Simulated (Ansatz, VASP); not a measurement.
## In in VASP and in Ansatz

Contents of INCAR:

```
SYSTEM = In
PREC = Accurate ; ENCUT = 520
EDIFF = 1E-7 ; ISMEAR = -1
SIGMA = 0.1 ; LREAL = .False.
LASPH = .True. ; NELM = 100
ALGO = Normal ; ISIF = 2
LWAVE = .False. ; LCHARG = .True.
LELF = .True. ; LVHAR = .True.
NBANDS = 26
```

The input KPOINTS:

```
regular mesh
0
Gamma
  8 8 11
  0 0 0
```

Contents of POSCAR:

```
In
1.0
    5.3955509299      0.0000000000      0.0000000000
   -2.6977754650      4.6726841727      0.0000000000
    0.0000000000      0.0000000000      3.3274940357
In
3
Direct
    0.0000000000      0.0000000000      0.0000000000
    0.3333333333      0.6666666667      0.5000000000
    0.6666666667      0.3333333333      0.5000000000
```

Input for Ansatz:

```yaml
crystal:
  lattice:
    - [5.3955509299, 0.0, 0.0]
    - [-2.697775465, 4.6726841727, 0.0]
    - [0.0, 0.0, 3.3274940357]
  atoms:
    - { symbol: In, position: [0.0, 0.0, 0.0] }
    - { symbol: In, position: [0.3333333333, 0.6666666667, 0.5] }
    - { symbol: In, position: [0.6666666667, 0.3333333333, 0.5] }
hamiltonian:
  xc: lda
  pseudopotentials:
    kind: paw
    azcp:
      In: "pseudopotentials/In.paw.azcp"
basis:
  ecutwfc: 420
  fft_grid_basis: typed
kpoints:
  mp_grid: { grid: [8, 8, 11], shift: [0, 0, 0] }
magnetization:
  spin_polarized: false
scf:
  occupations: { method: fermi_dirac, width: 0.1 }
  lower_state_search: "off"
output:
  stress: true
```

Alike in both runs: task single point; functional LDA; k mesh 8 × 8 × 11; occupations fermi-dirac, width 0.1 eV; no spin polarisation.

|  | VASP | Ansatz |
| --- | --- | --- |
| version | VASP 6.6.1 | Ansatz 0.2.0 |
| potentials or method | VASP PAW LDA potentials, release 64 (In_d) | plane waves (420 eV) with PAW, scalar-relativistic |
| plane-wave cutoff (eV) | 520 | 420 |
| valence electrons in the cell | 39 | 39 |

|  | VASP | Ansatz | Ansatz less VASP |
| --- | --- | --- | --- |
| pressure (GPa) | -4.0 | -4.0 | +0.02 |
| largest component of the traceless stress (GPa) | 0.09 | 0.10 | +0.009 |

Ansatz warned: «pseudo_functional_mismatch».
